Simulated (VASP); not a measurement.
Here is a VASP 6.6.1 calculation.

The input INCAR:

```
SYSTEM = C214N
PREC     = Accurate       ! precision mode
ENCUT    = 420            ! plane-wave cutoff, eV
EDIFF    = 1E-5           ! SCF threshold, eV
ISMEAR   = 0              ! smearing method
SIGMA    = 0.01           ! smearing width, eV
LREAL    = Auto         
LASPH    = .True.         ! aspherical terms in the spheres
NELM     = 80             ! most SCF steps
ALGO     = Normal         ! electronic algorithm
ISIF     = 2              ! what is computed and relaxed
LWAVE    = .False.        ! write WAVECAR
LCHARG   = .False.        ! write CHGCAR
ISPIN    = 2              ! spin polarisation
MAGMOM   = 0 0 0 0 0 0 0 0 0 0 0 0 0 0 0 0 0 0 0 0 0 0 0 0 0 0 0 0 0 0 0 0 0 0 0 0 0 0 0 0 0 0 0 0 0 0 0 0 0 0 0 0 0 0 0 0 0 0 0 0 0 0 0 0 0 0 0.66 0 0 0 0 0 0 0 0 0 0 0 0 0 0 0 0 0 0 0 0 0 0 0 0 0 0 0 0 0 0 0 0 0 0 0 0 0 0 0 0 0 0 0 0 0 0 0 0 0 0 0 0 0 0 0 0 0 0 0 0 0 0 0 0 0 0 0 0 0 0 0 0 0 0 0 0 0 0 0 0 0 0 0 0 0 0 0 0 0 0 0 0 0 0 0 0 0 0.66 0 0 0 0 0 0 0 0 0 0 0 0 0 0 0 0 0 0 0 0 0 0 0 0 0 0 0 0 0 0 0 0 0 0.66 0 0 0 0 0 0 0 0 0 0 0 0 0 0 0 0 ! initial moments
LORBIT   = 11             ! projections on sites
NUPDOWN  = 2              ! fixed moment
GGA      = PE             ! functional
IBRION   = 2              ! ionic algorithm
NSW      = 40             ! ionic steps
EDIFFG   = -0.01          ! ionic threshold
NELECT   = 862          
ISYM     = 0            
NCORE    = 4
```

KPOINTS

```
Automatic mesh
0
Gamma
  1 1 1
  0 0 0
```

Contents of POSCAR:

```
C214N
1.0
   10.7146500000      0.0000000000      0.0000000000
    0.0000000000     10.7146500000      0.0000000000
    0.0000000000      0.0000000000     10.7146500000
N C
1 214
Direct
    0.0833333333      0.0833333333      0.0833333333
    0.0000000000      0.1666666667      0.1666666667
    0.0833333333      0.2500000000      0.2500000000
    0.1666666667      0.0000000000      0.1666666667
    0.2500000000      0.0833333333      0.2500000000
    0.1666666667      0.1666666667      0.0000000000
[... 207 lines left out ...]
    0.8333333333      0.8333333333      0.6666666667
    0.9166666667      0.9166666667      0.7500000000
```

Potentials or basis: VASP PAW PBE potentials, release 64 (N, C).

Run with:

```bash
$ cat potpaw_PBE.64/N/POTCAR potpaw_PBE.64/C/POTCAR > POTCAR
$ mpirun -np 8 vasp_gam > vasp.out
```

(1) What does it give for the energy gained by relaxing?

## Answers

(1) 3.6 meV/atom.

Caveat: the cell carries a net charge on a neutralising background, which shifts energy and pressure; the total moment is fixed, so each spin has its own Fermi level.
